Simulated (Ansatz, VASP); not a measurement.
## PbS in VASP and in Ansatz

The input POSCAR:

```
PbS
1.0
    0.0000000000      2.9575520000      2.9575520000
    2.9575520000      0.0000000000      2.9575520000
    2.9575520000      2.9575520000      0.0000000000
Pb S
1 1
Direct
    0.0000000000      0.0000000000      0.0000000000
    0.5000000000      0.5000000000      0.5000000000
```

The input INCAR.step1:

```
SYSTEM = PbS
ALGO = Normal
EDIFF = 1E-4
ENCUT = 520
GGA = PE
ISMEAR = 0
LASPH = .True.
LCHARG = .False.
LREAL = .False.
LWAVE = .True.
NBANDS = 17
NELM = 80
PREC = Accurate
SIGMA = 0.037
```

Contents of INCAR.step2:

```
SYSTEM = PbS
ALGO = Normal
EDIFF = 1E-7
ENCUT = 520
ISIF = 2
ISMEAR = 0
ISTART = 1
LASPH = .True.
LCHARG = .False.
LMIXTAU = .True.
LREAL = .False.
LWAVE = .False.
METAGGA = R2SCAN
NBANDS = 17
NELM = 80
PREC = Accurate
SIGMA = 0.037
```

Contents of KPOINTS:

```
k-points
0
Gamma
  8 8 8
  0 0 0
```

Input for Ansatz:

```yaml
crystal:
  lattice:
    - [0.0, 2.957552, 2.957552]
    - [2.957552, 0.0, 2.957552]
    - [2.957552, 2.957552, 0.0]
  atoms:
    - { symbol: Pb, position: [0.0, 0.0, 0.0] }
    - { symbol: S, position: [0.5, 0.5, 0.5] }
  symmetry: { tolerance: 0.0003 }
kpoints:
  mp_grid: { grid: [8, 8, 8], shift: [0, 0, 0] }
  band_path:
    path:
      - [0.0, 0.0, 0.0]
      - [0.5, 0.0, 0.5]
      - [0.625, 0.25, 0.625]
      - [0.375, 0.375, 0.75]
      - [0.0, 0.0, 0.0]
      - [0.5, 0.5, 0.5]
      - [0.5, 0.25, 0.75]
      - [0.5, 0.0, 0.5]
    npoints: 8
magnetization:
  spin_polarized: false
scf:
  occupations: { method: gaussian, width: 0.037 }
  lower_state_search: "off"
  max_iter: 200
hamiltonian:
  pseudopotentials: { kind: paw }
  xc: r2scan
basis:
  ecutwfc: 500
  fft_grid_basis: typed
output:
  forces: true
  stress: true
  eigenvalues: true
  bader: true
  populations: true
  elf: true
  write_potential: true
  volumetric_format: npy
  dos:
    e_range: [-12, 8]
    de: 0.05
    projected: { site_lists: { Pb: [Pb], S: [S] } }
checkpoint:
  read: saved_state
```

Alike in both runs: task single point; functional r2SCAN; k mesh 8 × 8 × 8; occupations gaussian, width 0.037 eV; no spin polarisation.

|  | VASP | Ansatz |
| --- | --- | --- |
| version | VASP 6.6.1 | Ansatz 0.2.0 |
| potentials or method | VASP PAW PBE potentials, release 64 (Pb_d, S) | PAW plane waves |
| plane-wave cutoff (eV) | 520 | 500 |
| valence electrons in the cell | 20 | 20 |

|  | VASP | Ansatz | Ansatz less VASP |
| --- | --- | --- | --- |
| gap on the k mesh at the Fermi level (eV) | 0.59 | 0.58 | -0.011 |
| pressure (GPa) | 1.8 | 1.8 | +0.01 |

Caveats: the PAW data sets were made with another functional, which shifts forces and pressure a little (VASP); spin-orbit coupling is left out, which as a rule narrows the gap of such compounds by several tenths of an eV. A k mesh can miss the band edges.
